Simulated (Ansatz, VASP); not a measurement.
## One calculation of KCl, two programs

File INCAR:

```
SYSTEM = KCl
PREC = Accurate
ENCUT = 520
EDIFF = 1E-6
ISMEAR = -1
SIGMA = 0.01
LREAL = .FALSE.
LASPH = .TRUE.
NELM = 80
ALGO = Normal
ISIF = 2
LWAVE = .FALSE.
LCHARG = .TRUE.
GGA = PS
LELF = .TRUE.
LVHAR = .TRUE.
NBANDS = 15
```

The input KPOINTS:

```
Automatic mesh
0
G
  7 7 7
  0 0 0
```

The input POSCAR:

```
KCl
1.0
    3.5613200000      0.0000000000      0.0000000000
    0.0000000000      3.5613200000      0.0000000000
    0.0000000000      0.0000000000      3.6340000000
K Cl
1 1
Direct
    0.0000000000      0.0000000000      0.0000000000
    0.5000000000      0.5000000000      0.5000000000
```

Input for Ansatz:

```yaml
crystal:
  lattice:
    - [3.56132, 0.0, 0.0]
    - [0.0, 3.56132, 0.0]
    - [0.0, 0.0, 3.634]
  atoms:
    - { symbol: K, position: [0.0, 0.0, 0.0] }
    - { symbol: Cl, position: [0.5, 0.5, 0.5] }
kpoints:
  mp_grid: { grid: [7, 7, 7] }
  band_path:
    path:
      - [0.0, 0.0, 0.0]
      - [0.0, 0.5, 0.0]
      - [0.5, 0.5, 0.0]
      - [0.0, 0.0, 0.0]
      - [0.0, 0.0, 0.5]
      - [0.0, 0.5, 0.5]
      - [0.5, 0.5, 0.5]
      - [0.0, 0.0, 0.5]
      - [0.0, 0.5, 0.0]
    npoints: 5
scf:
  occupations: { method: fermi_dirac, width: 0.01 }
hamiltonian:
  xc: pbesol
  pseudopotentials: { kind: all_electron, lapw: { basis_error: 0.001 } }
output:
  forces: true
  stress: true
  eigenvalues: true
```

Change from the starting cell: equal xx and yy strain of -2 %.

Alike in both runs: task single point; functional PBEsol; k mesh 7 × 7 × 7; occupations fermi-dirac, width 0.01 eV; no spin polarisation.

```csv
,VASP,Ansatz
version,VASP 6.6.1,Ansatz 0.2.0
potentials or method,"VASP PAW PBE potentials, release 64 (K_sv, Cl)","all-electron LAPW, scalar-relativistic"
plane-wave cutoff (eV),520,see its input
```

|  | VASP | Ansatz | Ansatz less VASP |
| --- | --- | --- | --- |
| gap on the k mesh at the Fermi level (eV) | 5.56 | 5.57 | +0.005 |
| pressure (GPa) | 3.8 | 3.7 | -0.12 |
| largest component of the traceless stress (GPa) | 0.71 | 0.71 | +0.001 |

Ansatz ran all-electron here, so the differences hold the error of VASP's frozen core and of both bases.

Caveats: the PAW data sets were made with another functional, which shifts forces and pressure a little (VASP); an odd mesh through Γ misses points on the zone boundary, where band edges often lie.
